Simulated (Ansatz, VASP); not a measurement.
One calculation of MgO, two programs

The input POSCAR:

```
MgO
1.0
    2.5143973674      0.0000000000      0.0000000000
    0.0000000000      2.5143973674      0.0000000000
    0.0000000000      0.0000000000      2.5143973674
Mg O
1 1
Direct
    0.0000000000      0.0000000000      0.0000000000
    0.5000000000      0.5000000000      0.5000000000
```

Contents of INCAR.step1:

```
SYSTEM = MgO
ALGO = Normal ; EDIFF = 1E-4
ENCUT = 520 ; GGA = PE
ISMEAR = 0 ; LASPH = .True.
LCHARG = .False. ; LREAL = .False.
LWAVE = .True. ; NBANDS = 11
NELM = 60 ; PREC = Accurate
SIGMA = 0.05
```

Contents of INCAR.step2:

```
SYSTEM = MgO
ALGO = Normal ; EDIFF = 1E-7
ENCUT = 520 ; ISIF = 2
ISMEAR = 0 ; ISTART = 1
LASPH = .True. ; LCHARG = .False.
LMIXTAU = .True. ; LREAL = .False.
LWAVE = .False. ; METAGGA = R2SCAN
NBANDS = 11 ; NELM = 60
PREC = Accurate ; SIGMA = 0.05
```

Contents of KPOINTS:

```
k-points
0
Gamma
  10 10 10
  0 0 0
```

Input for Ansatz:

```yaml
crystal:
  lattice:
    - [2.5143973674, 0.0, 0.0]
    - [0.0, 2.5143973674, 0.0]
    - [0.0, 0.0, 2.5143973674]
  atoms:
    - { symbol: Mg, position: [0.0, 0.0, 0.0] }
    - { symbol: O, position: [0.5, 0.5, 0.5] }
basis:
  ecutwfc: 500
  ecutrho_ratio: 4
kpoints:
  mp_grid: { grid: [10, 10, 10] }
hamiltonian:
  xc: r2scan
scf:
  occupations: { method: gaussian, width: 0.05 }
output:
  forces: true
  stress: true
  eigenvalues: true
```

Alike in both runs: task single point; functional r2SCAN; k mesh 10 × 10 × 10; occupations gaussian, width 0.05 eV; no spin polarisation.

|  | VASP | Ansatz |
| --- | --- | --- |
| version | VASP 6.6.1 | Ansatz 0.2.0 |
| potentials or method | VASP PAW PBE potentials, release 64 (Mg, O) | scalar-relativistic, plane waves, PAW |
| plane-wave cutoff (eV) | 520 | 500 |
| valence electrons in the cell | 8 | 16 |

Ansatz gave:

| Property | Result |
| --- | --- |
| gap on the k mesh at the Fermi level (eV) | 4.85 |
| least direct gap on the mesh (eV) | 6.06 |
| pressure (GPa) | 26.1 |

Problem. Estimate VASP's values.

Solution. gap on the k mesh at the Fermi level (eV): 4.81; least direct gap on the mesh (eV): 6.03; pressure (GPa): 24.7.

The functional is the same, so the differences come from potentials, cutoffs and numerics. The two sets of potentials don't hold the same shells in valence.

Caveats: so large a pressure means that the cell lies far from this level's equilibrium, or that cutoff or potentials fall short (VASP); the potentials were made for another functional, which shifts forces and pressure (VASP). r2SCAN opens gaps a little over a GGA but as a rule still falls short of measured ones. A k mesh can miss the band edges.
